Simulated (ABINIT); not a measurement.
Here is an ABINIT 10.8.3 (patched build) calculation.

run.abi

```
# Datasets: ground state, then fixed potential
ndtset 2

# Pseudopotentials
pp_dirpath "./"
pseudos "Sb.GGA_PBE-JTH.xml, Ga.GGA_PBE-JTH.xml"

# Structure
acell 3*1.0
rprim
     0.0000000000     5.7806722152     5.7806722152
     5.7806722152     0.0000000000     5.7806722152
     5.7806722152     5.7806722152     0.0000000000
ntypat 2
znucl 51 31
natom 2
typat 1 2
xred
     0.7500000000     0.7500000000     0.7500000000
     0.0000000000     0.0000000000     0.0000000000

# Plane-wave basis
ecut 17.0
pawecutdg 34.0

# Exchange and correlation
ixc 23

# Bands and occupations
occopt 3
tsmear 0.00183747

# SCF cycle
nstep 100

# Output
iomode 3
prtwf 0
prteig 0
prtebands 0
enunit 2
prtden1 1
prtvha1 1
prtvclmb1 1
prtpot1 1

# Dataset 1
kptopt1 1
ngkpt1 8 8 8
nshiftk1 1
shiftk1 0.0 0.0 0.0
nband1 18
tolvrs1 1.0e-9

# Dataset 2: bands along G-X-W-K-G-L-U-W-L-K
iscf2 -2
getden2 1
nband2 22
nbdbuf2 2
tolwfr2 1.0e-12
kptopt2 -9
ndivsm2 6
prteig2 1
kptbounds2
     0.0000000000     0.0000000000     0.0000000000
     0.5000000000     0.0000000000     0.5000000000
     0.5000000000     0.2500000000     0.7500000000
     0.3750000000     0.3750000000     0.7500000000
     0.0000000000     0.0000000000     0.0000000000
     0.5000000000     0.5000000000     0.5000000000
     0.6250000000     0.2500000000     0.6250000000
     0.5000000000     0.2500000000     0.7500000000
     0.5000000000     0.5000000000     0.5000000000
     0.3750000000     0.3750000000     0.7500000000
```

Potentials or basis: JTH PAW PBE v2.0.

Run with:

```sh
$ abinit run.abi > log 2>&1
```

Problem. What does it give for the pressure?

Solution. -0.3 GPa.

Problem. Predict the band gap on the k mesh.

Solution. None (metal or under the smearing width).

Levels at the corners of the path, in eV from the Fermi level:
```tsv
point	band 12	band 13	band 14	band 15	band 16	band 17
Γ	-0.11	-0.04	-0.04	-0.04	2.73	2.73
X	-6.87	-2.62	-2.62	0.79	1.11	8.64
W	-6.73	-3.42	-3.19	3.60	4.19	4.32
K	-6.69	-3.68	-2.24	1.29	3.77	6.51
Γ	-0.11	-0.04	-0.04	-0.04	2.73	2.73
L	-6.44	-1.20	-1.20	0.28	3.69	3.69
U	-6.69	-3.68	-2.24	1.29	3.77	6.51
W	-6.73	-3.42	-3.19	3.60	4.19	4.32
L	-6.44	-1.20	-1.20	0.28	3.69	3.69
K	-6.69	-3.68	-2.24	1.29	3.77	6.51
```

Caveat: the PAW data sets were made with another functional, which shifts forces and pressure a little; spin-orbit coupling is left out, which moves the levels of the heavy elements; this crystal is a semiconductor, whose small gap the functional closes, so the metal is an error of the method.

**Measured values to compare with.**

From a printed reference work, data compilation, for a bulk crystal of GaSb at 4.2 K: band gap 0.811 eV (direct).

A measured gap of GaSb is 0.811 eV (direct; 4.2 K; a printed reference work, data compilation); the calculated 0.00 eV misses it by -0.81 eV. Spin-orbit coupling on Ga, Sb is left out. The value is that of WC on a finite k mesh, which can miss the band edges, without temperature or zero-point motion. Semilocal functionals fall short of measured gaps as a rule.
